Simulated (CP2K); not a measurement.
Runs of CP2K 2026.2 on Ag. It takes space group Fm-3m (No. 225, cubic). The conventional cell has a = 4.085 Å, b = 4.085 Å, c = 4.085 Å, α = 90.00°, β = 90.00°, γ = 90.00°. Around Ag (site symmetry m-3m) lie 12 Ag at 2.89 Å. 

```tsv
level	cutoff of the non-local correlation (Ry)	gap on the mesh (eV)	pressure (GPa)
BLYP	-	none	13.1
AM05	-	none	(b)
PBEsol	-	none	-2.3
vdW-DF2	300	none	18.6
PBE	-	none	(a)
```

Alike in all rows: task band structure; potentials or basis POTENTIAL_UZH Ag GTH-PBE-q11; TZVP-MOLOPT-PBE-GTH basis; no spin polarisation; cell as given; k mesh 11 × 11 × 11; smearing fermi-dirac 0.05 eV.

**Question.** Estimate the missing entries.

**Answer.** (a) 4.2; (b) -2.7.

Caveats: the basis of atomic orbitals isn't converged, which shifts pressures, moduli and gaps; the potentials were made for another functional, which shifts forces and pressure (some runs).

A k mesh can miss the band edges, and the runs leave out spin-orbit coupling on Ag.

A gap of «none» marks a metal or a gap under the smearing width.
